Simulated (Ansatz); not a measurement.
In2O3:

```xyz
10
Lattice="2.7435 1.5840 4.8367 -2.7435 1.5840 4.8367 0.0000 -3.1679 4.8367" Properties=species:S:1:pos:R:3 pbc="T T T"
In    0.0000    0.0000   12.4396
In    0.0000    0.0000    9.3254
In    0.0000    0.0000    2.0704
In    0.0000    0.0000    5.1846
O    -1.9259   -0.1679    6.0458
O     0.8176    1.7519    6.0458
O     1.1084   -1.5840    6.0458
O     1.9259    0.1679    8.4642
O    -0.8176   -1.7519    8.4642
O    -1.1084    1.5840    8.4642
```

Base run:

- Program: Ansatz 0.2.0
- Functional: r2SCAN
- Potentials or basis: Ansatz PAW
- Cutoff: 500 eV (not typed: the program's choice for these potentials)
- k mesh: 6 × 6 × 6
- Occupations: fermi-dirac, width 0.05 eV
- Spin: spin-orbit coupling, no magnetisation

Its results: band gap on the k mesh 1.89 eV, indirect (least direct gap 1.90 eV); pressure 2.0 GPa; largest force 0.129 eV/Å.

Problem. The run is repeated on the same cell with these changes: functional from r2SCAN to PBE; cutoff from 500 eV (not typed: the program's choice for these potentials) to 600 eV; spin from spin-orbit coupling, no magnetisation to no spin polarisation; potential files from those of the base run to others of the same set. What comes out?

Solution. Band gap on the k mesh 1.30 eV, indirect (least direct gap 1.34 eV); pressure 8.4 GPa; largest force 0.128 eV/Å.

Several settings changed at once, so the effect can't be laid on one alone.

Caveats: the PAW data sets come from PBE, with cores solved anew for the run's functional, which leaves a small shift of forces and pressure (some runs); spin-orbit coupling is left out, which moves the levels of the heavy elements (some runs).
